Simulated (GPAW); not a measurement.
Tb in GPAW: convergence with density grid spacing (A)

Input of the first run (density grid spacing (A) 0.2); the others differ in this setting and in those tied to it:

run.py

```python
from ase import Atoms
from ase.dft.bandgap import bandgap
from ase.io import write
from ase.units import GPa
from gpaw import GPAW, PW

atoms = Atoms(['Tb'],
              cell=[[0.0, 2.5199650902, 2.5199650902],
                    [2.5199650902, 0.0, 2.5199650902],
                    [2.5199650902, 2.5199650902, 0.0]],
              scaled_positions=[[0.0, 0.0, 0.0]],
              pbc=True)
atoms.set_initial_magnetic_moments([6.0])

calc = GPAW(mode=PW(800),
            h=0.2,
            xc='LDA',
            kpts={'size': (7, 7, 7), 'gamma': True},
            occupations={'name': 'fermi-dirac', 'width': 0.05},
            nbands=21,
            convergence={'density': 1e-05, 'energy': 1e-05},
            maxiter=100,
            txt='gpaw.txt')
atoms.calc = calc
energy = atoms.get_potential_energy()
forces = atoms.get_forces()
stress = atoms.get_stress()
calc.write('gs.gpw')
write('result.traj', atoms)
print(f'Energy: {energy:.6f} eV')
print('Forces (eV/A):')
print(forces.round(4))
print('Stress (GPa):', (stress / GPa).round(3))
print('Moments:', calc.get_magnetic_moments().round(3))
print('Fermi level:', round(calc.get_fermi_level(), 4), 'eV')
print(f'Gap: {bandgap(calc)[0]:.4f} eV, direct: {bandgap(calc, direct=True)[0]:.4f} eV')
```

Potentials or basis: the program's PAW data sets (release 1.2.1) made for this functional, pw.

The run is started by

```bash
$ OMP_NUM_THREADS=1 python run.py
```

This isn't the form of Tb at room conditions, which is hcp.

Hardware: 1 thread of Arm Neoverse V1, with other jobs on the host.

| density grid spacing (A) | energy less the tightest run, at zero smearing (meV/atom) | SCF cycles | CPU time (s) | peak memory (GiB) |
| --- | --- | --- | --- | --- |
| 0.24 | refused | - | - | - |
| 0.2 | 0.19 | 17 | 32 | 0.17 |
| 0.17 | 0.01 | 17 | 42 | 0.18 |
| 0.15 | 0.00 | 17 | 48 | 0.2 |
| 0.13 | 0.00 | 17 | 69 | 0.22 |
| 0.11 | 0.00 | 17 | 130 | 0.29 |
| 0.09 | 0.00 | 17 | 160 | 0.35 |

Against the tightest run, the energy stays within 1 meV/atom from 0.2 on. The tightest run that finished is the yardstick and may itself not be fully converged.

Caveat, for the tightest run too: one-centre terms of the f shell are cut off; the magnetic or orbital state may not be the lowest; spin-orbit coupling is left out, which moves the levels of the heavy elements. The state reached can hang on the start; a lower one may exist.
